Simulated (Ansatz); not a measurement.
# CdTe: do energies and stresses tell the same story?

All numbers below come from DFT PBE, scalar-relativistic, plane waves, PAW in Ansatz.

Cutoff 420 eV; k points 10×10×10 on the computed 2-atom cell (Γ-centred); Gaussian smearing, width 0.02 eV; no spin polarisation.

Relaxed cell: F-43m, a = 6.617 Å, b = 6.617 Å, c = 6.617 Å, α = 90.00°, β = 90.00°, γ = 90.00°, 2 atoms in the primitive cell.

Energies at zero smearing and pressures from the stress tensor, at volumes with shape and atoms relaxed:
```json
{"V (Å³/atom)": "34.048", "E − E(first) (meV/atom)": "0.00", "P (GPa)": "2.54"}
{"V (Å³/atom)": "35.135", "E − E(first) (meV/atom)": "-12.44", "P (GPa)": "1.17"}
{"V (Å³/atom)": "36.222", "E − E(first) (meV/atom)": "-16.34", "P (GPa)": "0.01"}
{"V (Å³/atom)": "37.308", "E − E(first) (meV/atom)": "-13.06", "P (GPa)": "-0.96"}
{"V (Å³/atom)": "38.395", "E − E(first) (meV/atom)": "-3.73", "P (GPa)": "-1.77"}
```

Task: Check P = −dE/dV between neighbouring volumes, and get the bulk modulus from the pressures alone.

Result: With 1 eV/Å³ = 160.2 GPa:
```tsv
middle V (Å³/atom)	−ΔE/ΔV (GPa)	mean P (GPa)
34.592	1.834	1.853
35.678	0.575	0.591
36.765	-0.484	-0.470
37.852	-1.374	-1.363
```

The two differ by 0.02 GPa at most. The mean of two end pressures misses the average over a step by about ΔV² P″/12, up to 0.02 GPa here; with that taken off 0.00 GPa remains. Around V = 36.222 Å³/atom, the two neighbours give B = −V ΔP/ΔV = 36.222 × 2.12 / 2.173 = 35.4 GPa, against B0 = 35.1 GPa from the Birch–Murnaghan fit of the energies.